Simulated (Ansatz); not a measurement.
**WSe2: a sublattice displacement scan**

This session takes WSe2 and sets out to map the energy as every W atom is pushed off its site.

Method: DFT PBEsol, scalar-relativistic, plane waves, PAW, in Ansatz 0.2.0.

1 further run of the same task is left out (set aside as unsound or not needed). Runs told in other sessions of the task aren't counted.

### Step 1. The starting structure

The structure is hexagonal, space group P-6m2 (No. 187). The conventional cell has a = 3.271 Å, b = 3.271 Å, c = 29.185 Å, α = 90.00°, β = 90.00°, γ = 120.00°. W (site symmetry -6m2) is surrounded by 6 Se at 2.52 Å. Around W (site symmetry 3m) lie 6 Se at 2.52 Å. Around Se (site symmetry 3m) lie 3 W at 2.52 Å.

Structure file:

```cif
data_structure
_symmetry_space_group_name_H-M 'P-6m2'
_symmetry_Int_Tables_number 187
_cell_length_a 3.2709
_cell_length_b 3.2709
_cell_length_c 29.1848
_cell_angle_alpha 90.000
_cell_angle_beta 90.000
_cell_angle_gamma 120.000
_cell_volume 270.41
loop_
_atom_site_label
_atom_site_type_symbol
_atom_site_symmetry_multiplicity
_atom_site_Wyckoff_symbol
_atom_site_fract_x
_atom_site_fract_y
_atom_site_fract_z
_atom_site_occupancy
W1 W 1 e 0.66667 0.33333 0.00000 1
W2 W 2 h 0.33333 0.66667 0.77346 1
Se1 Se 2 h 0.33333 0.66667 0.05737 1
Se2 Se 2 i 0.66667 0.33333 0.83084 1
Se3 Se 2 i 0.66667 0.33333 0.28383 1
```

It goes back to an entry of the Materials Project, which need not be the stable form.

This cell was relaxed beforehand with the same method: volume 30.05 Å³/atom, gap on the mesh 1.25 eV.

### Step 2. The reference cell

The reference gives a free energy of -63320.2600 eV, pressure -0.01 GPa, largest force 0.001 eV/Å and gap on the mesh 1.25 eV. It was computed beforehand with the settings of the runs below.

### Step 3. The scan: a sublattice displacement scan

Every W atom is moved by x along the Cartesian unit vector (0.000, -0.748, 0.663); the cell and all other atoms stay fixed. Forces below are components along that vector, summed over the moved atoms.

### Step 4. Point x = -0.100 Å

The input, input.yaml:

```yaml
crystal:
  lattice:
    - [3.2709028599, 0.0, 0.0]
    - [-1.6354514299, 2.83268497, 0.0]
    - [0.0, 0.0, 29.1847504091]
  atoms:
    - { symbol: W, position: [0.6798742849, 0.3597485699, -0.0022731224] }
    - { symbol: W, position: [0.3465409516, 0.6930819032, 0.7711910352] }
    - { symbol: W, position: [0.3465409516, 0.6930819032, 0.22426272] }
    - { symbol: Se, position: [0.3333333333, 0.6666666667, 0.0573689705] }
    - { symbol: Se, position: [0.6666666667, 0.3333333333, 0.830840305] }
    - { symbol: Se, position: [0.6666666667, 0.3333333333, 0.2838341585] }
    - { symbol: Se, position: [0.3333333333, 0.6666666667, 0.9426310295] }
    - { symbol: Se, position: [0.6666666667, 0.3333333333, 0.7161658415] }
    - { symbol: Se, position: [0.6666666667, 0.3333333333, 0.169159695] }
basis:
  ecutwfc: 420
kpoints:
  mp_grid: { grid: [12, 12, 1] }
hamiltonian:
  xc: pbesol
scf:
  occupations: { method: gaussian, width: 0.05 }
output:
  forces: true
  stress: true
  eigenvalues: true
```

Started as:

```console
$ ansatz run input.yaml --threads 2 --pin off --max-ram 5120MiB --backend cpu --events-out ev --progress --plain --runs-dir out
```

What it wrote, shortened:

```text
Warning: RAYON_NUM_THREADS=2 ignored (pool sized by the plan → 2); use --threads N
[...]
Pseudopotentials: kind: paw
Pseudopotential: W, paw, valence charge 14, recommended cutoff 420 eV (normal), W.paw.azcp
Pseudopotential: Se, paw, valence charge 16, recommended cutoff 420 eV (normal), Se.paw.azcp
Functional definition: PBEsol
[...]
Crystal: 9 atoms, lattice volume = 270.409 Å³
Basis set: ecut = 420 eV, 5413 PW (Γ), exchange–correlation on 48×48×400 points (8 copies of the dense FFT grid, shifted against one another)
Bands: 83, of which v1, the nominal top of the filled ones, is band 69 counted from 1 (68 counted from 0)
Symmetry: 2 space group operations
Space group: Cm (ITA 8), of the structure as read, at distance tolerance 6.5e-5 Å
k-points: 43 of 144 (time reversal used)
[...]
SCF iter   1: F=—  HF=-63319.911320 eV  |F-HF|=—  |Δ(HF+E_count)|=         —  Δρ=4.43e-3  dr2=1.15e-1  ethr=1.77e-3  ⟨swp⟩=7.8  Hψ=13791  notcnv=0  defer=18
[...]
SCF iter  10: F=-63319.905457 eV  HF=-63319.905457 eV  |F-HF|=9.62e-9  |Δ(HF+E_count)|=   3.72e-8  Δρ=2.71e-6  dr2=7.51e-8  ethr=7.25e-11  ⟨swp⟩=10.0  Hψ=16083  notcnv=0
[...]
SCF converged after 10 iterations
Free energy (F): -63319.905457 eV
[...]
E sigma→0 (E₀):  -63319.905457 eV
Fermi energy:    7.490391 eV
[...]
--- Forces (eV/Å), atoms counted from 1 ---
  atom   1  W     -0.00000000    -1.38309989     1.95016623
  atom   2  W     -0.00000000    -1.45891328     1.96803239
  atom   3  W     -0.00000000    -1.45681013     1.96541244
  atom   4  Se     0.00000000     0.59514613    -0.83449864
  atom   5  Se     0.00000000     0.61231375    -0.83160174
  atom   6  Se     0.00000000     0.61879751    -0.84519171
  atom   7  Se     0.00000000     0.78845536    -1.11573103
  atom   8  Se     0.00000000     0.84598973    -1.13403210
[...]
--- Stress (GPa, compression-positive) ---
        0.056372       0.000000      -0.000000
        0.000000       0.723844      -0.469131
       -0.000000      -0.469131       0.603087
  P = ⅓ Tr σ = 0.4611 GPa (4.611 kbar)
--- Band table (eV; the first three rows and the last of 43) ---
[...]
```

It took 41 s on 2 threads of Arm Neoverse V2, shared host; peak memory 0.97 GiB.

### Step 5. x = 0.075 Å

input.yaml: that of step 4 with these lines changed.

```diff
@@ -6,5 +6,5 @@
   atoms:
-    - { symbol: W, position: [0.6798742849, 0.3597485699, -0.0022731224] }
-    - { symbol: W, position: [0.3465409516, 0.6930819032, 0.7711910352] }
-    - { symbol: W, position: [0.3465409516, 0.6930819032, 0.22426272] }
+    - { symbol: W, position: [0.656760953, 0.3135219059, 0.0017048418] }
+    - { symbol: W, position: [0.3234276196, 0.6468552393, 0.7751689994] }
+    - { symbol: W, position: [0.3234276196, 0.6468552393, 0.2282406842] }
     - { symbol: Se, position: [0.3333333333, 0.6666666667, 0.0573689705] }
@@ -27 +27,5 @@
   eigenvalues: true
+  write_density: true
+  write_potential: true
+  elf: true
+  volumetric_format: npy
```

Started as:

```console
$ ansatz run input.yaml --threads 2 --pin off --max-ram 5120MiB --backend cpu --events-out ev --progress --plain --runs-dir out
```

What it wrote, shortened:

```text
[...]
WARN: The output density's exchange-correlation potential varies sharply where the density is thin. Do not read a vacuum level from v_tot or v_xc, or from such a field of the output density. On a cell that repeats whose density bears no net charge and no dipole along the vacuum's axis use [...]
SCF converged after 10 iterations
Free energy (F): -63320.061619 eV
[...]
E sigma→0 (E₀):  -63320.061619 eV
Fermi energy:    7.500233 eV
[...]
--- Forces (eV/Å), atoms counted from 1 ---
  atom   1  W      0.00000000     1.07869528    -1.46011281
  atom   2  W      0.00000000     1.04709047    -1.46941274
  atom   3  W      0.00000000     1.04808425    -1.47011940
  atom   4  Se    -0.00000000    -0.60155500     0.81133093
  atom   5  Se    -0.00000000    -0.57680097     0.81043129
  atom   6  Se    -0.00000000    -0.58188140     0.81838964
  atom   7  Se    -0.00000000    -0.47692201     0.64885286
  atom   8  Se    -0.00000000    -0.47060232     0.66069812
[...]
--- Stress (GPa, compression-positive) ---
        0.477032      -0.000000      -0.000000
       -0.000000      -0.047759      -0.248552
       -0.000000      -0.248552       0.333049
  P = ⅓ Tr σ = 0.2541 GPa (2.541 kbar)
--- Band table (eV; the first three rows and the last of 43) ---
[...]
```

Wall time 61 s (2 threads of Arm Neoverse V2, shared host); peak memory 0.98 GiB.

Axes a, b and c in the maps are those of this run's conventional cell (a, b, c = 5.665, 3.271, 29.185 Å).

Density in a lattice plane of the grid's cell (edges 5.67 and 29.18 Å, at 0.000 of the third edge), which holds W and Se.

Ten even steps from ' ' (0.00 e/Å³) to '@' (28.93 e/Å³):
```
    @@      
            
        ..  
            
            
        ::  
            
            
            
            
            
            
            
        ::  
    ..      
            
        ..  
            
    @@      
        ..  
```
Columns run along the first of these edges and rows up along the second, over one cell in 6 and 20 even steps from the bottom left corner. Atoms in the plane (fractional): W at (0.66, 0.00), W at (0.32, 0.78), W at (0.32, 0.23), Se at (0.33, 0.06), Se at (0.67, 0.83), Se at (0.67, 0.28), Se at (0.33, 0.94), Se at (0.67, 0.72), Se at (0.67, 0.17).

ELF in the same plane.

Ten even steps from ' ' (0.00) to '@' (0.86):
```
  %%..@@::::
  ==@@::    
  ..  %%%%%%
::..##++##**
::..##==**++
  ..  %%##%%
      ::**::
            
            
            
            
            
      ::##::
  ....%%##%%
::..##==**++
....**++##**
  ..  %%%%%%
  ==@@--    
  ##..@@::::
++==::==  --
```
Columns run along the first of these edges and rows up along the second, over one cell in 6 and 20 even steps from the bottom left corner. Atoms in the plane (fractional): W at (0.66, 0.00), W at (0.32, 0.78), W at (0.32, 0.23), Se at (0.33, 0.06), Se at (0.67, 0.83), Se at (0.67, 0.28), Se at (0.33, 0.94), Se at (0.67, 0.72), Se at (0.67, 0.17).

Both are smooth fields of the valence electrons: close to the nuclei they are not physical.

Maxima of ELF outside the ion cores: 0.90 beside Se, off the lines to its neighbours, 1.1 Å from Se; 0.80 on the Se–W line, 0.8 Å from Se; 0.79 in the shell around Se, 0.8 Å from Se.

### Step 6. x = -0.050 Å

input.yaml: that of step 5 with these lines changed.

```diff
@@ -6,5 +6,5 @@
   atoms:
-    - { symbol: W, position: [0.656760953, 0.3135219059, 0.0017048418] }
-    - { symbol: W, position: [0.3234276196, 0.6468552393, 0.7751689994] }
-    - { symbol: W, position: [0.3234276196, 0.6468552393, 0.2282406842] }
+    - { symbol: W, position: [0.6732704758, 0.3465409516, -0.0011365612] }
+    - { symbol: W, position: [0.3399371425, 0.6798742849, 0.7723275964] }
+    - { symbol: W, position: [0.3399371425, 0.6798742849, 0.2253992812] }
     - { symbol: Se, position: [0.3333333333, 0.6666666667, 0.0573689705] }
@@ -27,5 +27 @@
   eigenvalues: true
-  write_density: true
-  write_potential: true
-  elf: true
-  volumetric_format: npy
```

Started as:

```console
$ ansatz run input.yaml --threads 2 --pin off --max-ram 5120MiB --backend cpu --events-out ev --progress --plain --runs-dir out
```

What it wrote, shortened:

```text
Warning: RAYON_NUM_THREADS=2 ignored (pool sized by the plan → 2); use --threads N
[...]
[... 4 set-up lines as earlier in the session ...]
[...]
Crystal: 9 atoms, lattice volume = 270.409 Å³
Basis set: ecut = 420 eV, 5413 PW (Γ), exchange–correlation on 48×48×400 points (8 copies of the dense FFT grid, shifted against one another)
Bands: 83, of which v1, the nominal top of the filled ones, is band 69 counted from 1 (68 counted from 0)
[... 2 set-up lines as earlier in the session ...]
k-points: 43 of 144 (time reversal used)
[...]
SCF iter  10: F=-63320.171658 eV  HF=-63320.171658 eV  |F-HF|=2.84e-8  |Δ(HF+E_count)|=   4.64e-8  Δρ=2.19e-6  dr2=6.31e-8  ethr=7.25e-11  ⟨swp⟩=11.1  Hψ=15200  notcnv=0
[...]
SCF converged after 10 iterations
Free energy (F): -63320.171658 eV
[...]
E sigma→0 (E₀):  -63320.171658 eV
Fermi energy:    7.505164 eV
[...]
--- Forces (eV/Å), atoms counted from 1 ---
  atom   1  W     -0.00000000    -0.69763443     0.97117755
  atom   2  W     -0.00000000    -0.71774793     0.97809697
  atom   3  W     -0.00000000    -0.71724867     0.97861888
  atom   4  Se     0.00000000     0.32378490    -0.45018462
  atom   5  Se     0.00000000     0.32988748    -0.44916647
  atom   6  Se     0.00000000     0.33317840    -0.45679873
  atom   7  Se     0.00000000     0.37398756    -0.52106292
  atom   8  Se     0.00000000     0.38769884    -0.52775198
[...]
--- Stress (GPa, compression-positive) ---
       -0.071564       0.000000      -0.000000
        0.000000       0.256685      -0.114968
       -0.000000      -0.114968       0.146722
  P = ⅓ Tr σ = 0.1106 GPa (1.106 kbar)
--- Band table (eV; the first three rows and the last of 43) ---
[...]
```

It took 40 s on 2 threads of Arm Neoverse V2, shared host; peak memory 0.97 GiB.

### Step 7. x = 0.025 Å

input.yaml: that of step 6 with these lines changed.

```diff
@@ -6,5 +6,5 @@
   atoms:
-    - { symbol: W, position: [0.6732704758, 0.3465409516, -0.0011365612] }
-    - { symbol: W, position: [0.3399371425, 0.6798742849, 0.7723275964] }
-    - { symbol: W, position: [0.3399371425, 0.6798742849, 0.2253992812] }
+    - { symbol: W, position: [0.6633647621, 0.3267295242, 0.0005682806] }
+    - { symbol: W, position: [0.3300314288, 0.6600628575, 0.7740324382] }
+    - { symbol: W, position: [0.3300314288, 0.6600628575, 0.227104123] }
     - { symbol: Se, position: [0.3333333333, 0.6666666667, 0.0573689705] }
```

Started as:

```console
$ ansatz run input.yaml --threads 2 --pin off --max-ram 5120MiB --backend cpu --events-out ev --progress --plain --runs-dir out
```

What it wrote, shortened:

```text
Warning: RAYON_NUM_THREADS=2 ignored (pool sized by the plan → 2); use --threads N
[...]
[... 4 set-up lines as earlier in the session ...]
[...]
Crystal: 9 atoms, lattice volume = 270.409 Å³
Basis set: ecut = 420 eV, 5413 PW (Γ), exchange–correlation on 48×48×400 points (8 copies of the dense FFT grid, shifted against one another)
Bands: 83, of which v1, the nominal top of the filled ones, is band 69 counted from 1 (68 counted from 0)
[... 2 set-up lines as earlier in the session ...]
k-points: 43 of 144 (time reversal used)
[...]
SCF iter  10: F=-63320.237964 eV  HF=-63320.237964 eV  |F-HF|=8.46e-9  |Δ(HF+E_count)|=   2.92e-8  Δρ=1.70e-6  dr2=2.48e-8  ethr=7.25e-11  ⟨swp⟩=10.8  Hψ=13962  notcnv=0
[...]
SCF converged after 10 iterations
Free energy (F): -63320.237964 eV
[...]
E sigma→0 (E₀):  -63320.237964 eV
Fermi energy:    7.508494 eV
[...]
--- Forces (eV/Å), atoms counted from 1 ---
  atom   1  W      0.00000000     0.35450631    -0.48508045
  atom   2  W      0.00000000     0.35237789    -0.48920324
  atom   3  W      0.00000000     0.35249375    -0.48793529
  atom   4  Se    -0.00000000    -0.18389714     0.25155093
  atom   5  Se    -0.00000000    -0.18179089     0.25271643
  atom   6  Se    -0.00000000    -0.18346508     0.25428537
  atom   7  Se    -0.00000000    -0.17059305     0.23356626
  atom   8  Se    -0.00000000    -0.17061789     0.23738579
[...]
--- Stress (GPa, compression-positive) ---
        0.102617      -0.000000      -0.000000
       -0.000000      -0.065185      -0.028013
       -0.000000      -0.028013       0.032890
  P = ⅓ Tr σ = 0.0234 GPa (0.234 kbar)
--- Band table (eV; the first three rows and the last of 43) ---
[...]
```

Wall time 40 s (2 threads of Arm Neoverse V2, shared host); peak memory 0.97 GiB.

### Step 8. The scan collected

The scan, with free energies counted from the undisturbed cell:

```
 x (Å)  ΔE (meV/cell)  force on the moved atoms (eV/Å)  pressure (GPa)  gap on the mesh (eV)
-0.100          354.5                            7.120             0.5                  1.14
-0.050           88.3                            3.538             0.1                  1.22
 0.000            0.0                            0.000             0.0                  1.25
 0.025           22.0                           -1.763             0.0                  1.24
 0.075          198.4                           -5.294             0.3                  1.19
```

### Step 9. Results

```
                                                        quantity                                       value
force constant along x, from the points at -0.050, 0 and 0.025 Å  70.59 eV/Å² for the 3 moved atoms together
```

The restoring force grows by 70.59 eV/Å per Å near the site for the 3 atoms together, 23.53 on average. The undisturbed cell stays the lowest of the sampled points. The gap on the mesh stays between 1.14 and 1.25 eV. These runs have no spin-orbit coupling; with W it would split and shift bands. The cell holds empty space of several Å, a single layer or slab in vacuum, so volume, pressure and the long edge depend on that space.
